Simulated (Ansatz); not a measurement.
# PtSe2: the cost of one run

Method: DFT PBE, scalar-relativistic, plane waves, PAW, in Ansatz 0.2.0.

1 further run of the same task is left out (set aside as unsound or not needed).

## Step 1: The structure to begin with

Symmetry: Fd-3m, No. 227, cubic system. The conventional cell has a = 8.243 Å, b = 8.243 Å, c = 8.243 Å, α = 90.00°, β = 90.00°, γ = 90.00°. Pt (site symmetry -43m) is surrounded by 12 Se at 3.42 Å and 4 Pt at 3.57 Å. Around Se (site symmetry -3m) lie 6 Se at 2.91 Å and 6 Pt at 3.42 Å.

Coordinates:

```
Pt Se
1.0
     0.00000    4.12174    4.12174
     4.12174    0.00000    4.12174
     4.12174    4.12174    0.00000
Pt Se
2 4
Direct
  0.00000 0.00000 0.00000
  0.25000 0.25000 0.25000
  0.62500 0.62500 0.62500
  0.12500 0.62500 0.62500
  0.62500 0.62500 0.12500
  0.62500 0.12500 0.62500
```

This is candidate A: cubic Laves (C15) type (Fd-3m, No. 227).

(A quick probe on a coarse mesh, which set the mesh and smearing, is not shown.)

## Step 3: Rough relaxation on the coarse mesh (candidate A)

input.yaml reads:

```yaml
crystal:
  lattice:
    - [0.0, 4.1217364527, 4.1217364527]
    - [4.1217364527, 0.0, 4.1217364527]
    - [4.1217364527, 4.1217364527, 0.0]
  atoms:
    - { symbol: Pt, position: [0.0, 0.0, 0.0] }
    - { symbol: Pt, position: [0.25, 0.25, 0.25] }
    - { symbol: Se, position: [0.625, 0.625, 0.625] }
    - { symbol: Se, position: [0.125, 0.625, 0.625] }
    - { symbol: Se, position: [0.625, 0.625, 0.125] }
    - { symbol: Se, position: [0.625, 0.125, 0.625] }
basis:
  ecutwfc: 420
kpoints:
  mp_grid: { grid: [4, 4, 4] }
hamiltonian:
  xc: pbe
scf:
  occupations: { method: gaussian, width: 0.1 }
  lower_state_search: "off"
output:
  forces: true
  stress: true
  eigenvalues: true
relax:
  adjacent_minimum: "off"
  f_tol: 0.04
  max_steps: 70
  cell: { stress_tol: 0.4 }
```

Launch:

```bash
$ ansatz run input.yaml --threads 1 --pin off --max-ram 2560MiB --backend cpu --events-out ev --progress --plain --runs-dir out
```

What time and memory should one allow on 1 thread of Arm Neoverse V1, shared host?

About 22 s, with a peak of 0.41 GiB.
